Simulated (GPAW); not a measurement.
Runs of GPAW 26.7.0 on Sb. The structure is trigonal, space group R-3m (No. 166). The conventional cell has a = 4.308 Å, b = 4.308 Å, c = 11.274 Å, α = 90.00°, β = 90.00°, γ = 120.00°. Around Sb (site symmetry 3m) lie 3 Sb at 2.91 Å. 

| task | level | potentials or basis | spin | cell | k mesh | cutoff (eV) | maxiter | band path | band points | spin axis theta (degrees) | spin axis phi (degrees) | grid spacing | other keys | gap on the mesh (eV) | pressure (GPa) | largest force (eV/Å) |
| --- | --- | --- | --- | --- | --- | --- | --- | --- | --- | --- | --- | --- | --- | --- | --- | --- |
| band structure | LDA | the program's PAW data sets (release 1.2.1) made for this functional, pw | SOC, no magnetisation | as given | 5 × 5 × 5 | 600 | 150 | GLB1,BZGX,QFP1Z,LP | 60 | 0 | 0 | - | - | 0.28 | (b) | 0.13 |
| band structure | TPSS | GPAW PAW data sets (gpaw-data 1.2.1), pw | SOC, no magnetisation | as given | 5 × 5 × 5 | 600 | 150 | GLB1,BZGX,QFP1Z,LP | 100 | 0 | 0 | - | - | 0.28 | 1.5 | 0.06 |
| atomic charges | PBE | GPAW PAW data sets (gpaw-data 1.2.1), fd | off | as given | 8 × 8 × 8 | - | 100 | - | - | - | - | 0.16 Å | several, not listed | none | - | 0.13 |
| relaxation of cell and atoms | OLYP+D4 | PAW data sets generated in the run's folder for this functional, pw | off | relaxed | 5 × 5 × 5 | 600 | 150 | - | - | - | - | - | - | 0.25 | 0.0 | 0.01 |
| phonons | optB88-vdW | GPAW PAW data sets (gpaw-data 1.2.1), pw | off | atoms relaxed | 8 × 8 × 8 | 510 | 150 | - | - | - | - | - | - | none | - | - |
| relaxation of cell and atoms | PBEsol | PAW data sets generated in the run's folder for this functional, pw | off | relaxed to 2 GPa | 5 × 5 × 5 | 600 | 150 | - | - | - | - | - | - | (a) | 2.1 | 0.02 |

Alike in all rows: smearing fermi-dirac 0.05 eV.

Estimate the missing entries.

(a) 0.37; (b) -1.6.

Caveats: spin-orbit coupling was added after a scalar SCF, so levels and gaps hold it while energy, forces, pressure and moments don't (some runs); this program's spin-orbit splittings come out too wide for heavy elements (some runs); the mesh misses the band edges, which the band path finds closer together (some runs); the PAW data sets were made with another functional, which shifts forces and pressure a little (some runs); later steps reuse the first step's grids (some runs); spin-orbit coupling is left out, which moves the levels of the heavy elements (some runs); an odd mesh through Γ misses points on the zone boundary, where band edges often lie (some runs).

A k mesh can miss the band edges, and rows without SOC leave out spin-orbit coupling on Sb.

A gap of «none» marks a metal or a gap under the smearing width.
